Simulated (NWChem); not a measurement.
# How basis sets differ on C4H6 (cyclobutene)

The species is C4H6 (10 atoms), meant as a singlet with charge 0. SMILES: `C1=CCC1`. The shape is that of a PBE0-D4/def2-TZVP optimisation.

```xyz
10

C    -0.3300    1.0105   -0.3864
C    -1.0950    0.1218    0.2496
C     0.0157   -0.8842    0.4151
C     0.9093    0.1540   -0.3279
H    -0.5164    1.9948   -0.8009
H    -2.1375    0.1115    0.5470
H    -0.1188   -1.8334   -0.1107
H     0.3175   -1.0959    1.4446
H     1.7373    0.5536    0.2640
H     1.3010   -0.1840   -1.2913
```

Each level gives the dipole moment (D). The values are calculated.

Measured value to compare with: NIST CCCBDB gives the dipole moment of the gas as 0.13 D.

| level | kind | program | value (D) | computed − measured |
| --- | --- | --- | --- | --- |
| SVWN5/MINI | LDA | NWChem | 0.30 | +0.17 |
| SVWN5/LANL2DZ | LDA | NWChem | 0.38 | +0.25 |
| SVWN5/MIDI! | LDA | NWChem | 0.20 | +0.07 |
| SVWN5/DGauss-DZVP | LDA | NWChem | 0.27 | +0.14 |
| SVWN5/def2-SVP | LDA | NWChem | 0.25 | +0.12 |

Nearest: SVWN5/MIDI! (+0.07 D); farthest: SVWN5/LANL2DZ (+0.25 D). The measured dipole is a vibrational average, so differences of a few hundredths of a debye mean little. Magnitudes only: a small dipole may point the other way at some levels. Without the sets that lack polarisation functions the rows with a basis span only 0.20 to 0.27 D.
